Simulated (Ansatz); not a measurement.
Starting structure of a cell relaxation (symmetry kept):

Space group C2/m (No. 12). a = 11.791 Å, b = 4.090 Å, c = 4.212 Å, α = 90.00°, β = 110.51°, γ = 90.00°
| atom | site | symmetry | x | y | z |
| --- | --- | --- | --- | --- | --- |
| In | 4i | m | 0.6177 | 0.5000 | 0.2264 |
| Se | 4i | m | 0.8527 | 0.5000 | 0.3267 |

Computed with DFT PBEsol+D3(BJ), scalar-relativistic, plane waves, PAW in Ansatz.

Plane waves to 420 eV, a k mesh through Γ of 10×10×10 on the computed 4-atom cell and Gaussian smearing (0.02 eV); no spin polarisation.

Problem. What does it relax to?

Solution. The volume increases by 0.08 Å³/atom to 23.86 Å³/atom, and the energy falls by 0.2 meV/atom. Final structure:
```cif
data_structure
_symmetry_space_group_name_H-M 'P 1'
_symmetry_Int_Tables_number 1
_cell_length_a 6.2603
_cell_length_b 6.2603
_cell_length_c 4.2280
_cell_angle_alpha 109.892
_cell_angle_beta 109.892
_cell_angle_gamma 38.119
_cell_volume 95.43
loop_
_atom_site_label
_atom_site_type_symbol
_atom_site_fract_x
_atom_site_fract_y
_atom_site_fract_z
_atom_site_occupancy
In1 In 0.88208 0.88208 0.98935 1
In2 In 0.11792 0.11792 0.01065 1
Se1 Se 0.64765 0.64765 0.62276 1
Se2 Se 0.35235 0.35235 0.37724 1
```

Course of the relaxation (steps run on the plane waves of an earlier cell, and the basis is chosen afresh near the end, so energy and pressure can step there; trial steps that raised the energy were taken back; energies are free energies):

```json
{"step": "1", "E − E_final (meV/atom)": "0.2", "largest force component (eV/Å)": "0.036", "P (GPa)": "0.08", "V (Å³/atom)": "23.78"}
{"step": "2", "E − E_final (meV/atom)": "0.2", "largest force component (eV/Å)": "0.046", "P (GPa)": "-0.13", "V (Å³/atom)": "23.95"}
{"step": "3", "E − E_final (meV/atom)": "0.0", "largest force component (eV/Å)": "0.008", "P (GPa)": "0.01", "V (Å³/atom)": "23.84"}
{"step": "4", "E − E_final (meV/atom)": "0.0", "largest force component (eV/Å)": "0.003", "P (GPa)": "-0.01", "V (Å³/atom)": "23.86"}
{"step": "5", "E − E_final (meV/atom)": "0.0", "largest force component (eV/Å)": "0.003", "P (GPa)": "-0.01", "V (Å³/atom)": "23.86"}
```

Cost: 1 run of about 5.3 core-minutes, on AMD EPYC 7R43 (Zen 3) (shared hosts).